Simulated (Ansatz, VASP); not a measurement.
## Two plane-wave programs on CdF2

```
Cd F
1.0
     0.00000    2.69400    2.69400
     2.69400    0.00000    2.69400
     2.69400    2.69400    0.00000
Cd F
1 2
Direct
  0.00000 0.00000 0.00000
  0.25000 0.25000 0.25000
  0.75000 0.75000 0.75000
```

Alike in both runs: task single point; functional PBE; k mesh 6 × 6 × 6; occupations gaussian, width 0.1 eV; no spin polarisation.

```csv
,VASP,Ansatz
version,VASP 6.6.1,Ansatz 0.2.0
potentials or method,"VASP PAW PBE potentials, release 64 (Cd, F)","scalar-relativistic, plane waves, PAW"
plane-wave cutoff (eV),520,420
valence electrons in the cell,26,34
```

|  | VASP | Ansatz | Ansatz less VASP |
| --- | --- | --- | --- |
| gap on the k mesh at the Fermi level (eV) | 3.09 | 3.12 | +0.033 |
| least direct gap on the mesh (eV) | 3.57 | 3.60 | +0.031 |
| pressure (GPa) | 6.2 | 5.5 | -0.75 |

The two sets of potentials don't hold the same shells in valence.

A k mesh can miss the band edges.
